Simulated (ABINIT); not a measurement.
Runs of ABINIT 10.8.3 (patched build) on NaF (Villiaumite). Symmetry: Fm-3m, No. 225, cubic system. Conventional cell: a = 4.640 Å, b = 4.640 Å, c = 4.640 Å, α = 90.00°, β = 90.00°, γ = 90.00°. Around Na (site symmetry m-3m) lie 6 F at 2.32 Å. F (site symmetry m-3m) is surrounded by 6 Na at 2.32 Å. 

```tsv
task	level	potentials or basis	k mesh	cutoff (eV)	smearing	stop of the response cycle (tolvrs)	acoustic sum rule (asr)	k points of the masses	bands of the masses	bands in the sums	gap on the mesh (eV)	pressure (GPa)
dielectric tensor	RPBE	SG15 NC PBE v1.2	6 × 6 × 6, with 4 shifts	1034	fixed	1e-08	2	-	-	-	-	5.1
single point	LDA	PseudoDojo NC SR LDA v0.4.1 standard	8 × 8 × 8	1088	fermi-dirac 0.05 eV	-	-	-	-	-	5.97	-4.7
effective masses	LDA	PseudoDojo NC SR LDA v0.4.1 standard	7 × 7 × 7	1088	fixed	-	-	[[0.0, 0.0, 0.0]]	[[6, 9]]	-	-	-4.7
single point	RPBE	SG15 NC PBE v1.2	8 × 8 × 8	1034	fermi-dirac 0.05 eV	-	-	-	-	-	(a)	5.1
single point	PBE	PseudoDojo NC SR PBE v0.4.1 standard	8 × 8 × 8	1088	fermi-dirac 0.05 eV	-	-	-	-	-	6.32	1.7
one-shot levels of the hybrid HSE06	PBE	PseudoDojo NC SR PBE v0.4.1 standard	6 × 6 × 6	1088	fixed	-	-	-	-	16	6.32	-
```

Alike in all rows: no spin polarisation; cell as given.

**Question.** Estimate the missing entries.

**Answer.** (a) 6.68.

Caveats: the potentials were made for another functional, which shifts forces and pressure (some runs); the cell is more than 3 GPa from zero pressure, which shifts response properties (some runs); Libxc's HSE differs a little from that of other programs (some runs); this build's HSE levels may be imprecise (some runs).

A k mesh can miss the band edges.

Not every run made on this cell is shown here.
